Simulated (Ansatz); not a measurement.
# FeO (Wuestite) (Fm-3m) in Ansatz: further runs

The runs below take FeO (Wuestite) through single point, with PBEsol.

Program: Ansatz 0.2.0. These are calculated values, not measurements. Logs are shortened: lines on timing, memory, paths and dates and some standing lists are left out, and cuts for length are marked.

**1. The crystal as given**

The structure is cubic, space group Fm-3m (No. 225). The conventional cell has a = 4.311 Å, b = 4.311 Å, c = 4.311 Å, α = 90.00°, β = 90.00°, γ = 90.00°. Around Fe (site symmetry m-3m) lie 6 O at 2.16 Å. Around O (site symmetry m-3m) lie 6 Fe at 2.16 Å.

**2. Single point, PBEsol, collinear spin, ferromagnetic start, 9.23 Å³/atom**

Input file input.yaml:

```yaml
crystal:
  lattice:
    - [0.0, 2.069184, 2.1554]
    - [2.069184, 0.0, 2.1554]
    - [2.069184, 2.069184, 0.0]
  atoms:
    - { symbol: Fe, position: [0.0, 0.0, 0.0], spin: 3.0 }
    - { symbol: O, position: [0.5, 0.5, 0.5] }
hamiltonian:
  xc: pbesol
  pseudopotentials: { kind: paw }
magnetization:
  spin_polarized: true
kpoints:
  mp_grid: { grid: [9, 9, 9] }
scf:
  occupations: { method: fermi_dirac, width: 0.05 }
output:
  forces: true
  stress: true
  eigenvalues: true
  write_density: true
  write_potential: true
  elf: true
  volumetric_format: npy
```

Potentials or basis: Ansatz PAW.

Launch:

```
ansatz run input.yaml --threads 2 --pin off --max-ram 5632MiB --backend cpu --events-out ev --progress --plain --runs-dir out
```

Log:

```text
Warning: RAYON_NUM_THREADS=2 ignored (pool sized by the plan → 2); use --threads N
Engine: ansatz 0.2.0, aarch64-unknown-linux-gnu
Pseudopotentials: kind: paw
Pseudopotential: Fe, paw, valence charge 16, recommended cutoff 420 eV (normal), Fe.paw.azcp
Pseudopotential: O, paw, valence charge 6, recommended cutoff 420 eV (normal), O.paw.azcp
Functional definition: PBEsol
  exchange = pbesol_x
  correlation = pbesol_c
Crystal: 2 atoms, lattice volume = 18.457 Å³
Basis set: ecut = 420 eV, 347 PW (Γ), exchange–correlation on 40×40×40 points (8 copies of the dense FFT grid, shifted against one another)
Bands: 17, of which v1, the nominal top of the filled ones, is band 11 counted from 1 (10 counted from 0)
Symmetry: 16 space group operations
Space group: I4/mmm (ITA 139), of the structure as read, at distance tolerance 2.6e-5 Å
Magnetic group: BNS 139.531 (UNI 1191), of the structure as read, at distance tolerance 2.6e-5 Å
k-points: 75 of 729
Non-local potential: Fe, projectors of the file, l = 0: 3, l = 1: 2, l = 2: 3, l = 3: 1
Non-local potential: O, projectors of the file, l = 0: 2, l = 1: 2, l = 2: 1
PAW form: soft (Blöchl's): semilocal exchange-correlation on the pseudo side does not see the compensation charge
PAW frozen core: Fe, regenerated for the run's functional, and the local potential with it (the file was generated under x = pbe(κ = 0.804, μ = 0.2195149727645171), c = pbe(β = 0.06672455060314922))
PAW frozen core: O, regenerated for the run's functional, and the local potential with it (the file was generated under x = pbe(κ = 0.804, μ = 0.2195149727645171), c = pbe(β = 0.06672455060314922))
PAW one-centre angular grid: Fe, 590 points (default); XC on 64 Gauss nodes
PAW one-centre angular grid: O, 110 points (default); XC on 64 Gauss nodes
Initial density: superposition of atomic densities (chi_scale 0.1, normalization cell, long waves kept (reshape's long-wave potential 0.00 eV rms))
Starting moments: Σ|m| = 3 μB on 1 of 2 sites
Initial wavefunctions: pseudopotential atomic-orbital guess
Functional: x = pbesol(κ = 0.804, μ = 0.12345679012345678), c = pbesol(β = 0.046)
SCF iter   1: F=—  HF=-5008.277301 eV  |F-HF|=—  |Δ(HF+E_count)|=         —  Δρ=1.32e-1 (↑1.32e-1 ↓6.53e-2)  dr2=2.86e0  dr2_m=1.00e0  M=3.616 μB ∫|m|=3.616 μB  β_m=0.30  ethr=3.10e-3  ⟨swp⟩=4.3  Hψ=10597  notcnv=0
Mixer restart at iter 1: flushing history
preconditioner: auto → none  [metal: Δε(μ)=0.021 eV  Ē_g=13.743 eV  σ=0.050 eV  W_gap=0.11  n_scr=8 (ndim 8)  ℏωp=32.3 eV  f_vac=0.000  D(μ)=2.07/eV (n_scr^D=26)  sad-step TF]
SCF iter   2: F=—  HF=-5008.580621 eV  |F-HF|=—  |Δ(HF+E_count)|=   3.03e-1  Δρ=8.90e-2 (↑8.90e-2 ↓5.91e-2)  dr2=4.81e-1  dr2_m=8.30e-1  M=3.845 μB ∫|m|=3.845 μB  β_m=0.53  ethr=3.10e-3  ⟨swp⟩=2.6  Hψ=5493  notcnv=0  defer=57
SCF iter   3: F=—  HF=-5008.877484 eV  |F-HF|=—  |Δ(HF+E_count)|=   2.97e-1  Δρ=3.91e-2 (↑3.03e-2 ↓3.91e-2)  dr2=8.00e-1  dr2_m=1.14e-2  M=3.740 μB ∫|m|=3.743 μB  β_m=0.47  ethr=2.19e-3  ⟨swp⟩=2.0  Hψ=4360  notcnv=0  defer=63
SCF iter   4: F=—  HF=-5008.814548 eV  |F-HF|=—  |Δ(HF+E_count)|=   6.29e-2  Δρ=9.02e-3 (↑9.02e-3 ↓5.52e-3)  dr2=1.22e-2  dr2_m=2.89e-3  M=3.916 μB ∫|m|=3.922 μB  β_m=0.51  ethr=2.19e-3  ⟨swp⟩=2.8  Hψ=4389  notcnv=0  defer=63
SCF iter   5: F=—  HF=-5008.818180 eV  |F-HF|=—  |Δ(HF+E_count)|=         —  Δρ=3.81e-3 (↑3.81e-3 ↓3.79e-3)  dr2=2.62e-3  dr2_m=7.89e-4  M=3.912 μB ∫|m|=3.919 μB  β_m=0.51  ethr=5.53e-5  ⟨swp⟩=2.0  Hψ=5292  notcnv=0  defer=74
Mixer restart at iter 5: flushing history
SCF iter   6: F=—  HF=-5008.819965 eV  |F-HF|=—  |Δ(HF+E_count)|=   1.79e-3  Δρ=1.75e-3 (↑1.75e-3 ↓1.59e-3)  dr2=1.32e-4  dr2_m=4.32e-4  M=3.915 μB ∫|m|=3.924 μB  β_m=0.60  ethr=1.19e-5  ⟨swp⟩=2.0  Hψ=4860  notcnv=0  defer=74
SCF iter   7: F=—  HF=-5008.820635 eV  |F-HF|=—  |Δ(HF+E_count)|=   6.70e-4  Δρ=1.77e-3 (↑1.24e-3 ↓1.77e-3)  dr2=7.80e-4  dr2_m=1.04e-4  M=3.918 μB ∫|m|=3.926 μB  β_m=0.75  ethr=6.00e-7  ⟨swp⟩=2.0  Hψ=4526  notcnv=0  defer=74
SCF iter   8: F=—  HF=-5008.820889 eV  |F-HF|=—  |Δ(HF+E_count)|=   2.55e-4  Δρ=6.77e-4 (↑6.77e-4 ↓5.70e-4)  dr2=1.91e-4  dr2_m=9.51e-7  M=3.918 μB ∫|m|=3.927 μB  β_m=0.65  ethr=6.00e-7  ⟨swp⟩=2.0  Hψ=4871  notcnv=0  defer=74
SCF iter   9: F=—  HF=-5008.820860 eV  |F-HF|=—  |Δ(HF+E_count)|=   2.87e-5  Δρ=2.44e-4 (↑2.44e-4 ↓5.12e-5)  dr2=5.70e-6  dr2_m=2.55e-6  M=3.919 μB ∫|m|=3.929 μB  β_m=0.65  ethr=6.00e-7  ⟨swp⟩=2.0  Hψ=3525  notcnv=0  defer=74
SCF iter  10: F=—  HF=-5008.820874 eV  |F-HF|=—  |Δ(HF+E_count)|=   1.36e-5  Δρ=7.03e-5 (↑7.03e-5 ↓1.96e-5)  dr2=2.97e-7  dr2_m=3.33e-7  M=3.919 μB ∫|m|=3.928 μB  β_m=0.82  ethr=2.59e-8  ⟨swp⟩=2.6  Hψ=3866  notcnv=0  defer=74
SCF iter  11: F=-5008.820874 eV  HF=-5008.820874 eV  |F-HF|=4.59e-9  |Δ(HF+E_count)|=   1.04e-7  Δρ=4.21e-6 (↑1.95e-6 ↓4.21e-6)  dr2=5.52e-9  dr2_m=3.32e-10  M=3.919 μB ∫|m|=3.928 μB  ethr=4.55e-10  ⟨swp⟩=6.9  Hψ=15481  notcnv=0
SCF 1 converged in 11 iterations: F = -5008.820874 eV  dr2 = 5.52e-9
SCF converged after 11 iterations
Magnetization: 3.9193 μB (12.9597 up, 9.0403 down)
Absolute magnetization: 3.9285 μB (∫|ρ↑−ρ↓|, with the PAW one-centre terms)
Spin contamination: 0.0121 ħ² per cell (⟨S²⟩ above its minimum at these occupations)
Per-site moments (μB) at R_I (Å): [(3.3280173573746503, 0.8535384), (0.32166951702281926, 0.8535384)]
Free energy (F): -5008.820874 eV
Harris-Foulkes:  -5008.820874 eV  (|F-HF|=4.59e-9)
Internal energy: -5008.810277 eV  (E = F + TS)
E sigma→0 (E₀):  -5008.815575 eV
Entropy (-TS):   -0.010597 eV (-5.299 meV/atom)
Fermi energy:    16.076411 eV
--- Per-component energies (eV) ---
  E_band       = -236.485313
  E_kinetic    = 518.066877
  E_local      = -2491.128925  (includes V_loc(G=0)·N_el)
  E_nonlocal   = 280.563064
  E_hartree    = 1018.375954
  E_xc         = -187.131216
  E_vxc        = -241.236515  (∫ρ·V_xc dr)
  E_paw        = -1492.072020  (= ΣΔE_a)
  E_vpaw       = -339.501862  (= ΣTr[D̂ρ^β])
  E_aug_tail   = 0.003144  (compensation charges beyond the density's cutoff)
  E_ewald      = -2655.701646
  E_core_change = 0.214490  (= ΣΔE_core)
  E_smearing   = -0.010597  (= −TS)
  E_closure    = -0.000000  (closes the sum)
  Σ components = -5008.820874   (vs F -5008.820874, Δ=0.00e0)
--- Forces (eV/Å), atoms counted from 1 ---
  atom   1  Fe     0.00000000     0.00000000     0.00000000
  atom   2  O      0.00000000    -0.00000000    -0.00000000
  max |Σ_I F_I| component: 2.37e-29 eV/Å
--- Stress (GPa, compression-positive) ---
        9.318990       0.000000      -0.000000
        0.000000       9.318990      -0.000000
       -0.000000      -0.000000       3.738289
  P = ⅓ Tr σ = 7.4588 GPa (74.588 kbar)
--- Band table (eV; the first three rows and the last of 150) ---
  k-point 0 ↑: bands = ["-73.4209", "-39.5852", "-39.5852", "-39.5758", "-5.3939", "11.8294", "11.8294", "11.9107", "12.0193", "12.2235", "12.2235", "12.3570", "12.5121", "16.5363", "31.3658", "33.6045", "33.6127"]
  k-point 1 ↑: bands = ["-73.4199", "-39.5932", "-39.5860", "-39.5785", "-5.2486", "10.6705", "10.9266", "10.9466", "12.2385", "12.3408", "12.5836", "13.3256", "13.4741", "17.3469", "29.7949", "33.0940", "33.3676"]
  k-point 2 ↑: bands = ["-73.4173", "-39.6159", "-39.5880", "-39.5830", "-4.8583", "8.9820", "9.9575", "10.0015", "12.5374", "12.5916", "12.9262", "14.4251", "14.6577", "18.8469", "27.4557", "31.4453", "32.1914"]
  k-point 74 ↓: bands = ["-69.3701", "-35.7035", "-35.6663", "-35.6583", "-3.4484", "8.5197", "10.6430", "11.1119", "14.0760", "16.9095", "16.9431", "17.0694", "17.4272", "23.5321", "25.5241", "28.2460", "32.6798"]
```

It took 3.7 s on 2 threads of Arm Neoverse V1, shared host; peak memory 0.31 GiB.

What came out:

| Property | Result |
| --- | --- |
| Free energy | -5008.8209 eV |
| Pressure | 7.5 GPa |
| Band gap on the k mesh | none (metal or under the smearing width) |
| Net moment | 3.92 μB per cell |
| Absolute moment | 3.93 μB per cell |
| Site moments | Fe +3.33; O +0.32 μB |

Caveat: the pressure holds a Pulay correction of +0.7 GPa for the finite cutoff; a cell with one magnetic atom can't hold antiferromagnetic order, which such compounds often take; semilocal functionals often make such compounds metallic where correlation or magnetic order opens a gap, which also shifts bond lengths; the PAW data sets come from PBE, with cores solved anew for the run's functional, which leaves a small shift of forces and pressure.

**3. Single point, PBEsol, collinear spin, ferromagnetic start, 9.62 Å³/atom**

Edit input.yaml of step 2 so:

```diff
@@ -2,5 +2,5 @@
   lattice:
-    - [0.0, 2.069184, 2.1554]
-    - [2.069184, 0.0, 2.1554]
-    - [2.069184, 2.069184, 0.0]
+    - [0.0, 2.112292, 2.1554]
+    - [2.112292, 0.0, 2.1554]
+    - [2.112292, 2.112292, 0.0]
   atoms:
@@ -21,5 +21 @@
   eigenvalues: true
-  write_density: true
-  write_potential: true
-  elf: true
-  volumetric_format: npy
```

Potentials or basis: Ansatz PAW.

Launch:

```
ansatz run input.yaml --threads 2 --pin off --max-ram 5632MiB --backend cpu --events-out ev --progress --plain --runs-dir out
```

Run time: 2.6 s. Hardware: 2 threads of Arm Neoverse V1, shared host; peak memory 0.31 GiB.

Results (log left out):

- Free energy: -5008.8438 eV
- Pressure: -1.0 GPa
- Band gap on the k mesh: none (metal or under the smearing width)
- Net moment: 4.00 μB per cell
- Absolute moment: 4.01 μB per cell
- Site moments: Fe +3.41; O +0.33 μB

Caveat: the pressure holds a Pulay correction of +0.7 GPa for the finite cutoff; a cell with one magnetic atom can't hold antiferromagnetic order, which such compounds often take; semilocal functionals often make such compounds metallic where correlation or magnetic order opens a gap, which also shifts bond lengths; the PAW data sets come from PBE, with cores solved anew for the run's functional, which leaves a small shift of forces and pressure.
